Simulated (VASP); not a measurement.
A run of VASP 6.6.1 is set up as follows.

INCAR

```
SYSTEM = HfSi2
  ALGO = Normal
  EDIFF = 1E-7
  EDIFFG = -0.005
  ENCUT = 600
  IBRION = 2
  ISIF = 3
  ISMEAR = 1
  KPAR = 2
  LASPH = .TRUE.
  LCHARG = .FALSE.
  LREAL = .FALSE.
  LWAVE = .FALSE.
  NELM = 80
  NSW = 90
  PREC = Accurate
  SIGMA = 0.1
```

Contents of KPOINTS:

```
k-points
0
G
  10 10 10
  0 0 0
```

The input POSCAR:

```
HfSi2                                   
1.0
    1.8124534722     -7.1354260894      0.0000000000
    1.8124534722      7.1354260894     -0.0000000000
    0.0000000000      0.0000000000      3.6138764505
  Hf              Si            
     2     4
Direct
     0.8952978505847393    0.1047021494152608    0.2500000000000000
     0.1047021494152608    0.8952978505847393    0.7500000000000000
     0.5548704820690784    0.4451295179309216    0.2500000000000000
     0.4451295179309216    0.5548704820690784    0.7500000000000000
     0.2502011885712404    0.7497988114287595    0.2500000000000000
     0.7497988114287595    0.2502011885712404    0.7500000000000000
```

Potentials or basis: VASP PAW LDA potentials, release 64 (Hf_pv, Si).

Launch:

```console
$ cat potpaw_LDA.64/Hf_pv/POTCAR potpaw_LDA.64/Si/POTCAR > POTCAR
$ mpirun -np 2 vasp_std > vasp.out
```

(1) What does it give for the band gap on the k mesh?

Answers

(1) none (metal or under the smearing width).

Caveat: the relaxation stopped at its first step, so nothing moved.
